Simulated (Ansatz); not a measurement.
Here is the system:

```
CELL_PARAMETERS angstrom
      3.47884     0.00000     0.00000
      1.73942     3.01276     0.00000
      0.00000     0.00000     5.90625
ATOMIC_POSITIONS crystal
  In 0.66667 0.66667 0.49683
  In 0.33333 0.33333 0.99683
  N  0.66667 0.66667 0.12837
  N  0.33333 0.33333 0.62837
```

No spin polarisation.

The values are results of PBE (Ansatz, a quantum-chemistry and plane-wave program; PAW; 420 eV plane waves; no SOC), not measurements. Settings: 11×11×6 k-points, 0.05 eV Fermi–Dirac smearing.

Question: Predict the band gap.

Answer: Zero.

Question: Predict the space group.

Answer: P6_3mc (No. 186).

Question: Predict the pressure (mean of the normal stresses, compression positive).

Answer: 4.9 GPa.

The cells carry an imposed strain or load. Whether these cells are dynamically stable was not tested. The final runs are not spin-polarised. The cell was made from InN in the wurtzite structure (space group P6_3mc, No. 186) by this change: biaxial strain −2.84 %, plane normal [001], relaxed out of plane. A zero or small gap of InN can be the functional's error rather than a property of the material.
